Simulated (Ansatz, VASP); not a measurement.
## Two plane-wave programs on C

Contents of INCAR:

```
PREC = Accurate
ENCUT = 520
EDIFF = 1E-6
ISMEAR = 0
SIGMA = 0.05
LREAL = F
LASPH = T
NELM = 100
ALGO = Normal
ISIF = 2
LWAVE = F
LCHARG = F
NBANDS = 11
```

The input KPOINTS:

```
Automatic mesh
0
Gamma
  12 12 12
```

Contents of POSCAR:

```
C
1.0
    0.0000000000      1.9089355139      1.6920804396
    1.9089355139      0.0000000000      1.6920804396
    1.9089355139      1.9089355139      0.0000000000
C
2
Direct
    0.5000000000      0.5000000000      0.5000000000
    0.7500000000      0.7500000000      0.7500000000
```

Input for Ansatz:

```yaml
crystal:
  lattice:
    - [0.0, 1.9089355139, 1.6920804396]
    - [1.9089355139, 0.0, 1.6920804396]
    - [1.9089355139, 1.9089355139, 0.0]
  atoms:
    - { symbol: C, position: [0.5, 0.5, 0.5] }
    - { symbol: C, position: [0.75, 0.75, 0.75] }
basis:
  ecutwfc: 520.0
kpoints:
  mp_grid: { grid: [12, 12, 12] }
hamiltonian:
  xc: lda
  pseudopotentials: { kind: paw, azcp: { folder: soft_1 } }
scf:
  occupations: { method: gaussian, width: 0.05 }
output:
  forces: true
  stress: true
  eigenvalues: true
  write_density: true
  write_potential: true
  elf: true
  volumetric_format: npy
```

Alike in both runs: task single point; functional LDA; k mesh 12 × 12 × 12; occupations gaussian, width 0.05 eV; no spin polarisation.

```csv
,VASP,Ansatz
version,VASP 6.6.1,Ansatz 0.2.0
potentials or method,"VASP PAW LDA potentials, release 64 (C)","scalar-relativistic, plane waves, PAW"
plane-wave cutoff (eV),520,520
valence electrons in the cell,8,8
```

Ansatz gave:

* gap on the k mesh at the Fermi level (eV): 1.21
* least direct gap on the mesh (eV): 3.50

Task: What did VASP give for the same quantities?

Result: gap on the k mesh at the Fermi level (eV): 1.20; least direct gap on the mesh (eV): 3.51.

Ansatz warned: «pseudo_functional_mismatch».
